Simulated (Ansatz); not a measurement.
# In2O3 (R-3c) in Ansatz: settings compared, part 2 of 2

Ansatz 0.2.0.

### 3 Relaxation of cell and atoms, RPBE+D3(BJ)

The input, input.yaml:

```yaml
crystal:
  lattice:
    - [2.7435, 1.5839604635, 4.8366666667]
    - [-2.7435, 1.5839604635, 4.8366666667]
    - [0.0, -3.167920927, 4.8366666667]
  atoms:
    - { symbol: In, position: [0.85731, 0.85731, 0.85731] }
    - { symbol: In, position: [0.64269, 0.64269, 0.64269] }
    - { symbol: In, position: [0.14269, 0.14269, 0.14269] }
    - { symbol: In, position: [0.35731, 0.35731, 0.35731] }
    - { symbol: O, position: [0.048, 0.75, 0.452] }
    - { symbol: O, position: [0.75, 0.452, 0.048] }
    - { symbol: O, position: [0.452, 0.048, 0.75] }
    - { symbol: O, position: [0.952, 0.25, 0.548] }
    - { symbol: O, position: [0.25, 0.548, 0.952] }
    - { symbol: O, position: [0.548, 0.952, 0.25] }
hamiltonian:
  xc: rpbe
  pseudopotentials: { kind: paw }
  dispersion: d3bj
kpoints:
  mp_grid: { grid: [6, 6, 6] }
scf:
  occupations: { method: fermi_dirac, width: 0.05 }
output:
  forces: true
  stress: true
  eigenvalues: true
relax:
  f_tol: 0.01
  max_steps: 40
  cell: { stress_tol: 0.05 }
```

Potentials or basis: Ansatz PAW.

The run is started by

```console
ansatz run input.yaml --threads 4 --pin off --max-ram 11264MiB --backend cpu --events-out ev --progress --plain --runs-dir out
```

Log:

```text
Warning: RAYON_NUM_THREADS=4 ignored (pool sized by the plan → 4); use --threads N
Engine: ansatz 0.2.0, aarch64-unknown-linux-gnu
Pseudopotentials: kind: paw
Pseudopotential: In, paw, valence charge 13, recommended cutoff 420 eV (normal), In.paw.azcp
Pseudopotential: O, paw, valence charge 6, recommended cutoff 420 eV (normal), O.paw.azcp
Functional definition: RPBE
  parameter kappa = 0.804
  parameter beta = 0.06672455060314922
  exchange = rpbe_x(kappa = kappa, mu = beta*pi^2/3)
  correlation = pbe_c(beta = beta)
Crystal: 10 atoms, lattice volume = 126.109 Å³
Basis set: ecut = 420 eV, 2453 PW (Γ), exchange–correlation on 80×80×80 points (8 copies of the dense FFT grid, shifted against one another)
Bands: 54, of which v1, the nominal top of the filled ones, is band 44 counted from 1 (43 counted from 0)
Symmetry: 12 space group operations
Space group: R-3c (ITA 167), of the structure as read, at distance tolerance 5.0e-5 Å
k-points: 32 of 216
Non-local potential: In, projectors of the file, l = 0: 2, l = 1: 2, l = 2: 2, l = 3: 2
Non-local potential: O, projectors of the file, l = 0: 2, l = 1: 2, l = 2: 1
[... 123 lines left out ...]
  atom   4  In    -0.00000000    -0.00000000    -0.00074567
  atom   5  O     -0.00030157    -0.00052234    -0.00000000
  atom   6  O     -0.00030157     0.00052234     0.00000000
  atom   7  O      0.00060314    -0.00000000     0.00000000
  atom   8  O      0.00030157     0.00052234     0.00000000
  atom   9  O      0.00030157    -0.00052234    -0.00000000
  atom  10  O     -0.00060314     0.00000000    -0.00000000
  max |Σ_I F_I| component: 9.32e-18 eV/Å
--- Stress (GPa, compression-positive) ---
       -0.001628      -0.000000      -0.000000
       -0.000000      -0.001628       0.000000
       -0.000000       0.000000      -0.016068
  P = ⅓ Tr σ = -0.0064 GPa (-0.064 kbar)
--- Band table (eV; the first three rows and the last of 32) ---
  k-point 0: bands = ["-8.2295", "-7.2746", "-7.2746", "-7.0717", "-7.0717", "-6.9401", "-2.6780", "-2.6780", "-2.5198", "-2.4933", "-2.4933", "-2.3832", "-2.3416", "-2.3416", "-2.2961", "-2.2961", "-2.2416", "-2.2416", "-2.1191", "-2.1015", "-2.1015", "-2.0816", "-1.7807", "-1.7807", "-1.0652", "-1.0652", "4.0574", "4.2419", "5.5443", "5.5443", "6.3062", "6.6790", "6.9047", "6.9047", "7.0198", "8.9285", "8.9285", "9.2746", "9.3019", "9.3019", "9.4287", "9.4287", "9.6516", "9.6516", "11.2352", "15.3971", "16.3786", "17.0251", "19.4114", "19.5526", "19.5719", "19.5719", "19.8778", "19.8778"]
  k-point 1: bands = ["-8.1491", "-7.2661", "-7.2575", "-7.1415", "-7.0867", "-6.9712", "-2.6617", "-2.6440", "-2.5378", "-2.5156", "-2.4834", "-2.3833", "-2.3278", "-2.3264", "-2.3165", "-2.3017", "-2.2557", "-2.2429", "-2.1433", "-2.1163", "-2.1010", "-1.9941", "-1.8088", "-1.7605", "-1.1857", "-1.0995", "4.1629", "4.2569", "5.2427", "5.9136", "6.0843", "6.7143", "7.1324", "7.3540", "7.5009", "8.1613", "8.7444", "8.8252", "9.2291", "9.2542", "9.4490", "9.4870", "9.5061", "9.6421", "12.0834", "15.7196", "16.2446", "16.7666", "18.4423", "18.7515", "19.6816", "19.7900", "20.4552", "20.5312"]
  k-point 2: bands = ["-7.9305", "-7.3482", "-7.2336", "-7.2080", "-7.1276", "-7.0429", "-2.6376", "-2.5892", "-2.5398", "-2.5200", "-2.4609", "-2.4015", "-2.3736", "-2.3497", "-2.3066", "-2.2967", "-2.2561", "-2.2265", "-2.1826", "-2.1207", "-2.1000", "-1.9318", "-1.7689", "-1.7094", "-1.4145", "-1.2298", "4.3455", "4.5930", "4.8162", "6.0059", "6.4604", "6.9787", "7.0963", "7.5796", "7.9341", "8.0850", "8.3269", "8.4567", "9.0154", "9.0779", "9.1432", "9.1977", "9.5626", "9.7056", "13.5158", "15.9914", "15.9927", "16.1737", "17.8470", "18.3698", "19.4158", "19.8634", "20.2209", "20.3553"]
  k-point 31: bands = ["-7.6242", "-7.6242", "-7.1743", "-7.1743", "-7.1743", "-7.1743", "-2.5734", "-2.5734", "-2.5489", "-2.5489", "-2.5489", "-2.5489", "-2.3658", "-2.3658", "-2.3658", "-2.3658", "-2.1288", "-2.1288", "-2.1288", "-2.1288", "-2.0069", "-2.0069", "-1.5115", "-1.5115", "-1.5115", "-1.5115", "4.5637", "4.5637", "6.1373", "6.1373", "6.6944", "6.6944", "6.6944", "6.6944", "7.6140", "7.6140", "8.5724", "8.5724", "8.5724", "8.5724", "9.4839", "9.4839", "9.4839", "9.4839", "14.3677", "14.3677", "17.2412", "17.2412", "18.2046", "18.2046", "19.8170", "19.8170", "19.8170", "19.8170"]
--- Relaxed structure (6 steps of the walk, 6 accepted, 2 SCFs on fresh bases) ---
  F+E_penalty+E_count = -25850.99177750 eV   max|allowed force component| = 7.457e-4 eV/Å   (the final SCF, on the basis selected at the relaxed cell)
  cell:  # Å, volume = 121.9960 Å³
    - [2.7375546751688553, 1.5805279286300569, 4.6992583356496525]
    - [-2.7375546751688553, 1.5805279286300569, 4.6992583356496525]
    - [-1.0946034474419518e-17, -3.1610558572601137, 4.6992583356496525]
  atoms:
    - { symbol: In, position: [0.8598714002071945, 0.8598714002071945, 0.8598714002071945] }
    - { symbol: In, position: [0.6401285997928055, 0.6401285997928055, 0.6401285997928055] }
    - { symbol: In, position: [0.14012859979280556, 0.14012859979280556, 0.14012859979280556] }
    - { symbol: In, position: [0.35987140020719444, 0.35987140020719444, 0.35987140020719444] }
    - { symbol: O, position: [0.04442179071949598, 0.75, 0.4555782092805041] }
    - { symbol: O, position: [0.7499999999999999, 0.4555782092805041, 0.044421790719495924] }
    - { symbol: O, position: [0.45557820928050413, 0.044421790719495924, 0.75] }
    - { symbol: O, position: [0.9555782092805041, 0.25, 0.544421790719496] }
    - { symbol: O, position: [0.25, 0.544421790719496, 0.9555782092805041] }
    - { symbol: O, position: [0.5444217907194959, 0.9555782092805041, 0.25000000000000006] }
```

It took 28 s on 4 threads of Arm Neoverse V2, shared host; peak memory 0.58 GiB.

Results:

```
Free energy                            : -25850.9918 eV
Relaxed volume                         : 12.20 Å³/atom
Relaxed cell                           : a = 5.664 Å, b = 5.664 Å, c = 5.664 Å, α = 57.81°, β = 57.81°, γ = 57.81°
Space group after relaxing (to 0.05 Å) : R-3c (No. 167)
Energy gained by relaxing              : 7.8 meV/atom
Ionic steps                            : 8
Pressure after relaxing                : 0.0 GPa
Band gap on the k mesh                 : 1.53 eV, indirect (least direct gap 1.58 eV)
```

Step by step:
| step | energy change (eV) | largest force (eV/Å) | volume (Å³) |
| --- | --- | --- | --- |
| 1 | 0.0000 | 0.1544 | 126.11 |
| 2 | -0.0879 | 0.1286 | 122.12 |
| 3 | -0.0894 | 0.0365 | 122.25 |
| 4 | -0.0900 | 0.0076 | 122.19 |
| 5 | -0.0903 | 0.0022 | 122.14 |
| 6 | -0.0774 | 0.0014 | 122.14 |
| 7 | -0.0782 | 0.0009 | 122.00 |
| 8 | -0.0775 | 0.0007 | 122.00 |

Final structure:
```
CELL_PARAMETERS angstrom
2.73755 1.58053 4.69926
-2.73755 1.58053 4.69926
0.00000 -3.16106 4.69926
ATOMIC_POSITIONS crystal
In 0.85987 0.85987 0.85987
In 0.64013 0.64013 0.64013
In 0.14013 0.14013 0.14013
In 0.35987 0.35987 0.35987
O 0.04442 0.75000 0.45558
O 0.75000 0.45558 0.04442
O 0.45558 0.04442 0.75000
O 0.95558 0.25000 0.54442
O 0.25000 0.54442 0.95558
O 0.54442 0.95558 0.25000
```

Caveat: the plane-wave basis is chosen anew once the cell has moved, so the energies of steps on either side of that aren't comparable; the pressure holds a Pulay correction of +0.7 GPa for the finite cutoff; spin-orbit coupling is left out, which moves the levels of the heavy elements; the PAW data sets come from PBE, with cores solved anew for the run's functional, which leaves a small shift of forces and pressure. Expect the measured gap to be larger: semilocal functionals such as RPBE lack the derivative discontinuity.

### 4 Single point, PBE

input.yaml: that of step 3 with these lines changed.

```diff
@@ -17,5 +17,4 @@
 hamiltonian:
-  xc: rpbe
+  xc: pbe
   pseudopotentials: { kind: paw }
-  dispersion: d3bj
 kpoints:
@@ -24,2 +23,4 @@
   occupations: { method: fermi_dirac, width: 0.05 }
+basis:
+  ecutwfc: "600 eV"
 output:
@@ -28,5 +29 @@
   eigenvalues: true
-relax:
-  f_tol: 0.01
-  max_steps: 40
-  cell: { stress_tol: 0.05 }
```

The run is started by

```console
ansatz run input.yaml --threads 4 --pin off --max-ram 11264MiB --backend cpu --events-out ev --progress --plain --runs-dir out
```

Run time: 5 s. Hardware: 4 threads of Arm Neoverse V2, shared host; peak memory 0.75 GiB.

The run converged. Its results:

- Free energy: -25796.3478 eV
- Pressure: 8.4 GPa
- Largest force: 0.128 eV/Å
- Band gap on the k mesh: 1.30 eV, indirect (least direct gap 1.34 eV)

Forces in eV/Å, atoms in the order of the input:
```
In   0.000  0.000  0.015
In   0.000  0.000 -0.015
In   0.000  0.000 -0.015
In   0.000  0.000  0.015
O   -0.064 -0.111  0.000
O   -0.064  0.111  0.000
O    0.128  0.000  0.000
O    0.064  0.111  0.000
O    0.064 -0.111  0.000
O   -0.128  0.000  0.000
```

Stress tensor (GPa, compression positive):
```
8.87 0.00 0.00
0.00 8.87 0.00
0.00 0.00 7.46
```

Levels at points of the mesh, in eV from the valence-band top:
```csv
k point,band 42,band 43,band 44,band 45,band 46,band 47
"(0.00, 0.00, 0.00)",-0.27,-0.04,-0.04,1.30,5.62,6.31
"(0.00, 0.00, -0.50)",-0.75,-0.06,-0.06,5.00,5.00,5.94
"(0.00, -0.50, -0.50)",-0.34,-0.08,-0.04,5.23,5.56,6.52
"(-0.50, -0.50, -0.50)",-0.19,-0.19,-0.19,4.44,4.44,7.23
```

Caveat: spin-orbit coupling is left out, which moves the levels of the heavy elements.

### 5 Overview

```csv
task,level,cell,cutoff (eV),gap on the mesh (eV),pressure (GPa),relaxed volume (Å³/atom)
relaxation of cell and atoms,PBE+D3(BJ),relaxed,420,1.08,0.0,13.01
relaxation of cell and atoms,RPBE+D3(BJ),relaxed,420,1.53,0.0,12.20
single point,PBE,as given,600,1.30,8.4,-
```

Alike in all rows: potentials or basis Ansatz PAW; no spin polarisation; k mesh 6 × 6 × 6; smearing fermi-dirac 0.05 eV.

Caveats: spin-orbit coupling is left out, which moves the levels of the heavy elements; the plane-wave basis is chosen anew once the cell has moved, so the energies of steps on either side of that aren't comparable (some runs); the PAW data sets come from PBE, with cores solved anew for the run's functional, which leaves a small shift of forces and pressure (some runs).

Total energies depend on the potentials used, so only differences within one code and one set of settings carry meaning.

### 6 Comparison with measurements

Step 4. A measured gap of In2O3 is 3.08 eV (optical; powder; “Fabrication and performance enhancement of an In2O3/BiVO4 heterojunction for N-butanol gas sensing applications”, 2024, pmc:11650617); the calculated 1.30 eV misses it by -1.78 eV. So large a miss can be the level of theory's own, or it may mean another phase, state or a wrong row. Spin-orbit coupling on In is left out. The value is that of PBE on a finite k mesh, which can miss the band edges, without temperature or zero-point motion. Semilocal functionals fall short of measured gaps as a rule.
